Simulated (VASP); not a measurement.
# PbSe (Clausthalite) (Fm-3m) in VASP: single point with PBE

Aim: the single point of PbSe (Clausthalite) with PBE.

Program: VASP 6.6.1. These are calculated values, not measurements. Logs are shortened: lines on timing, memory, paths and dates and some standing lists are left out, and cuts for length are marked.

**The experiment to reproduce.**

From a printed reference work, monograph, for a bulk crystal of PbSe at 4.2 K: band gap 0.15 eV (direct).

How close the calculation comes is told below.

## (1) The cell of the first run

Symmetry: Fm-3m, No. 225, cubic system. The conventional cell has a = 6.121 Å, b = 6.121 Å, c = 6.121 Å, α = 90.00°, β = 90.00°, γ = 90.00°. Within 4.0 Å of Pb (site symmetry m-3m) lie 6 Se at 3.06 Å. Within 4.0 Å of Se (site symmetry m-3m) lie 6 Pb at 3.06 Å.

## (2) Single point, PBE

The input, INCAR:

```
PREC     = Accurate       # precision mode
ENCUT    = 520            # plane-wave cutoff, eV
EDIFF    = 1E-6           # SCF threshold, eV
ISMEAR   = 0              # smearing method
SIGMA    = 0.01           # smearing width, eV
LREAL    = False          # projectors in reciprocal space
LASPH    = True           # aspherical terms in the spheres
NELM     = 80             # most SCF steps
ALGO     = Normal         # electronic algorithm
ISIF     = 2              # what is computed and relaxed
LWAVE    = False          # write WAVECAR
LCHARG   = False          # write CHGCAR
GGA      = PE             # functional
NBANDS   = 17             # bands
```

The input, KPOINTS:

```
Automatic mesh
0
Gamma
  6 6 6
```

The input, POSCAR:

```
PbSe
1.0
    0.0000000000      3.0606500000      3.0606500000
    3.0606500000      0.0000000000      3.0606500000
    3.0606500000      3.0606500000      0.0000000000
Pb Se
1 1
Direct
    0.0000000000      0.0000000000      0.0000000000
    0.5000000000      0.5000000000      0.5000000000
```

Potentials or basis: VASP PAW PBE potentials, release 64 (Pb_d, Se).

Started as:

```sh
$ cat potpaw_PBE.64/Pb_d/POTCAR potpaw_PBE.64/Se/POTCAR > POTCAR
$ mpirun -np 1 vasp_std > vasp.out
```

OUTCAR:

```text
PREC = Accurate
   ENCUT = 520
   EDIFF = 1E-6
   ISMEAR = 0
   LREAL = False
   LASPH = True
   NELM = 80
   ISIF = 2
   GGA = PE

 ion  position               nearest neighbor table
   1  0.000  0.000  0.000-   2 3.06   2 3.06   2 3.06   2 3.06   2 3.06   2 3.06
   2  0.500  0.500  0.500-   1 3.06   1 3.06   1 3.06   1 3.06   1 3.06   1 3.06

  LATTYP: Found a face centered cubic cell.
 ALAT       =     6.1213000000

  Lattice vectors:

 A1 = (   0.0000000000,   3.0606500000,   3.0606500000)
 A2 = (   3.0606500000,   0.0000000000,   3.0606500000)
 A3 = (   3.0606500000,   3.0606500000,   0.0000000000)

Analysis of symmetry for initial positions (statically):
=====================================================================
 Subroutine PRICEL returns:
 Original cell was already a primitive cell.

 Routine SETGRP: Setting up the symmetry group for a
 face centered cubic supercell.

 Subroutine GETGRP returns: Found 48 space group operations
 (whereof 48 operations were pure point group operations)
 out of a pool of 48 trial point group operations.

The static configuration has the point symmetry O_h .

Analysis of symmetry for dynamics (positions and initial velocities):
=====================================================================
 Subroutine PRICEL returns:
 Original cell was already a primitive cell.

 Routine SETGRP: Setting up the symmetry group for a
 face centered cubic supercell.

 Subroutine GETGRP returns: Found 48 space group operations
 (whereof 48 operations were pure point group operations)
 out of a pool of 48 trial point group operations.

The dynamic configuration has the point symmetry O_h .

 Subroutine INISYM returns: Found 48 space group operations
 (whereof 48 operations are pure point group operations),
 and found     1 'primitive' translations

----------------------------------------------------------------------------------------

                                     Primitive cell

  volume of cell :      57.3418

  direct lattice vectors                    reciprocal lattice vectors
     0.000000000  3.060650000  3.060650000    -0.163363991  0.163363991  0.163363991
     3.060650000  0.000000000  3.060650000     0.163363991 -0.163363991  0.163363991
     3.060650000  3.060650000  0.000000000     0.163363991  0.163363991 -0.163363991

  length of vectors
     4.328412740  4.328412740  4.328412740     0.282954733  0.282954733  0.282954733

  position of ions in fractional coordinates (direct lattice)
     0.000000000  0.000000000  0.000000000
     0.500000000  0.500000000  0.500000000

  ion indices of the primitive-cell ions
[... 67 lines left out ...]
   LREAL  =      F    real-space projection
   EDIFFG = 0.1E-04   stopping-criterion for IOM
   NSW    =      0    number of steps for IOM
   IBRION =     -1    ionic relax: 0-MD 1-quasi-New 2-CG
   NFREE  =      0    steps in history (QN), initial steepest desc. (CG)
   ISIF   =      2    stress and relaxation
   ISYM   =      2    0-nonsym 1-usesym 2-fastsym
   POTIM  = 0.5000    time-step for ionic-motion
   TEBEG  =    0.0;   TEEND  =   0.0 temperature during run
   PSTRESS=    0.0 pullay stress
   NELECT =      20.0000    total number of electrons
   NUPDOWN=      -1.0000    fix difference up-down
   EMIN   =  10.00;   EMAX   =-10.00  energy-range for DOS
   EFERMI =   0.00;   METHOD = LEGACY
   ISMEAR =     0;   SIGMA  =   0.01  broadening in eV -4-tet -1-fermi 0-gaus
   EFERMI_NEDOS =   21; number of points for ismear=-14 and -15
   IALGO  =     38    algorithm
   IMIX   =      4    mixing-type and parameters
     AMIX     =   0.40;   BMIX     =  1.00
     AMIX_MAG =   1.60;   BMIX_MAG =  1.00
  volume/ion in A,a.u.               =      28.67       193.48
  Fermi-wavevector in a.u.,A,eV,Ry     =   1.152377  2.177676 18.068159  1.327972
  Thomas-Fermi vector in A             =   2.289028
   LORBIT       =      0    0 simple, 1 ext, 2 COOP (PROOUT), +10 PAW based schemes
   GGA     = PE    functional components
   LHFCALC =     F    Hartree Fock is set to
   AEXX    =    0.0000 exact exchange contribution
   IVDW    =     0    specifies the selected vdW correction
   LEPSILON=     F    determine dielectric tensor
   LRPA    =     F    only Hartree local field effects (RPA)
 non-spin polarized calculation
 Gauss-broadening in eV      SIGMA  =   0.01
  energy-cutoff  :      520.00
  volume of cell :       57.34
 maximum number of plane-waves:      1572
   NGX = 17   NGY = 17   NGZ = 17

 number of electron      20.0000000 magnetization

 Free energy of the ion-electron system (eV)
  ---------------------------------------------------
  ext. energy  EPLUGINS =         0.00000000
  ---------------------------------------------------
  free energy    TOTEN  =        -8.18125852 eV

  energy without entropy =       -8.18125852  energy(sigma->0) =       -8.18125852

 E-fermi :   5.1262     XC(G=0):  -9.5314

 val. band max:        5.0674806285   @ k =   0.5000   0.0000   0.0000
 cond. band min:       5.3600125487   @ k =   0.5000   0.0000   0.0000
 fundamental gap:      0.2925319202
 Fermi energy:         5.1261553550

 k-point     1 :       0.0000    0.0000    0.0000
  band No.  band energies     occupation
      1     -11.7673      2.00000
      2     -11.7673      2.00000
      3     -11.7673      2.00000
      4     -11.7634      2.00000
      5     -11.7634      2.00000
      6      -8.5281      2.00000
[... 297 lines left out ...]
      4     -11.7391      2.00000
      5     -11.7227      2.00000
      6      -7.0709      2.00000
[... 9 lines left out ...]
     16      16.7352      0.00000
     17      17.7430      0.00000

------------------------ aborting loop because EDIFF is reached ----------------------------------------

  FORCE on cell =-STRESS in cart. coord.  units (eV):
  Direction    XX          YY          ZZ          XY          YZ          ZX
  --------------------------------------------------------------------------------------
  -------------------------------------------------------------------------------------
  Total        0.8456852      0.8456852      0.8456852      0.0000000      0.0000000     -0.0000000
  in kB       23.6291610     23.6291610     23.6291610      0.0000000      0.0000000     -0.0000000
  external PRESSURE =      23.6291610 kB  Pullay stress =       0.0000000 kB

 VOLUME and BASIS-vectors are now :
 -----------------------------------------------------------------------------
  energy-cutoff  :      520.00
  volume of cell :       57.34
      direct lattice vectors                 reciprocal lattice vectors
     0.000000000  3.060650000  3.060650000    -0.163363991  0.163363991  0.163363991
     3.060650000  0.000000000  3.060650000     0.163363991 -0.163363991  0.163363991
     3.060650000  3.060650000  0.000000000     0.163363991  0.163363991 -0.163363991

 POSITION                                       TOTAL-FORCE (eV/Angst)
 -----------------------------------------------------------------------------------
      0.00000      0.00000      0.00000         0.000000      0.000000      0.000000
      3.06065      3.06065      3.06065         0.000000      0.000000     -0.000000
 -----------------------------------------------------------------------------------
    total drift:                                0.000000     -0.000000     -0.000000

  FREE ENERGIE OF THE ION-ELECTRON SYSTEM (eV)
  ---------------------------------------------------
  free  energy   TOTEN  =        -8.1812585231 eV

  energy  without entropy=       -8.1812585231  energy(sigma->0) =       -8.18125852
```

Run time: 12 s. Hardware: 1 thread of Intel Xeon Platinum 8488C (Sapphire Rapids), shared host; peak memory 0.17 GiB.

What came out:

```yaml
Free_energy: -8.1813 eV
Pressure: 2.4 GPa
Band_gap_on_the_k_mesh: 0.29 eV, direct
```

Caveat: spin-orbit coupling is left out, which moves the levels of the heavy elements.

## (3) How close it comes

Step 2. Measured gap of PbSe: 0.15 eV (direct; 4.2 K; a printed reference work, monograph). This calculation gives 0.29 eV (+0.14 eV). 2 values of this kind are on record (0.15 to 0.28 eV); this one was drawn at random. Spin-orbit coupling on Pb, Se is left out. The value is that of PBE on a finite k mesh, which can miss the band edges, without temperature or zero-point motion.
